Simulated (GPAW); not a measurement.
Set up this calculation in GPAW 26.7.0, as an ASE script.

* Task: electron localisation function
* Functional: vdW-DF-cx
* Potentials or basis: GPAW PAW data sets (gpaw-data 1.2.1)
* Cutoff: 510 eV
* Basis: pw
* k mesh: 5 × 5 × 3
* Occupations: fermi-dirac, width 0.01 eV
* Spin: no spin polarisation
* Maxiter: 150

TiH:

```
Ti H
1.0
     2.94749    0.00000    0.00000
     0.00000    2.94749    0.00000
     0.00000    0.00000    4.56814
Ti H
2 2
Direct
  0.00000 0.50000 0.00000
  0.50000 0.00000 0.50000
  0.00000 0.00000 0.75000
  0.00000 0.00000 0.25000
```

The cell comes from a database or a generator and needn't be the stable form of this composition.

The input as run:

run.py

```python
from ase import Atoms
from ase.dft.bandgap import bandgap
from ase.io import write
from ase.units import Bohr
from gpaw import GPAW, PW
from gpaw.elf import elf_from_dft_calculation

atoms = Atoms(['Ti', 'Ti', 'H', 'H'],
              cell=[[2.9474928546, 0.0, 0.0],
                    [0.0, 2.9474928546, 0.0],
                    [0.0, 0.0, 4.56814048]],
              scaled_positions=[[0.0, 0.5, 0.0],
                                [0.5, 0.0, 0.5],
                                [0.0, 0.0, 0.75],
                                [0.0, 0.0, 0.25]],
              pbc=True)

calc = GPAW(mode=PW(510),
            xc={'name': 'vdW-DF-cx', 'backend': 'libvdwxc'},
            kpts={'size': (5, 5, 3), 'gamma': True},
            occupations={'name': 'fermi-dirac', 'width': 0.01},
            nbands=28,
            convergence={'density': 1e-05, 'energy': 1e-05},
            maxiter=150,
            txt='gpaw.txt')
atoms.calc = calc
energy = atoms.get_potential_energy()
forces = atoms.get_forces()
calc.write('gs.gpw')
write('result.traj', atoms)
print(f'Energy: {energy:.6f} eV')
print('Forces (eV/A):')
print(forces.round(4))
print('Fermi level:', round(calc.get_fermi_level(), 4), 'eV')
print(f'Gap: {bandgap(calc)[0]:.4f} eV, direct: {bandgap(calc, direct=True)[0]:.4f} eV')

# fields on the real-space grid
write('density.cube', atoms, data=calc.get_pseudo_density() * Bohr**3)
write('potential.cube', atoms, data=calc.get_electrostatic_potential())
write('elf.cube', atoms, data=elf_from_dft_calculation(calc).data)
```

Potentials or basis: GPAW PAW data sets (gpaw-data 1.2.1), pw.

Launch:

```console
$ OMP_NUM_THREADS=1 python run.py
```

It gave:

| Property | Result |
| --- | --- |
| Band gap on the k mesh | none (metal or under the smearing width) |

Caveat: the k mesh is coarse (spacing up to 0.46 Å⁻¹), so the values aren't converged; the PAW data sets were made with another functional, which shifts forces and pressure a little.

Run time: 9.1 s on 1 thread of Arm Neoverse V2, with other jobs on the host, peak memory 0.15 GiB.
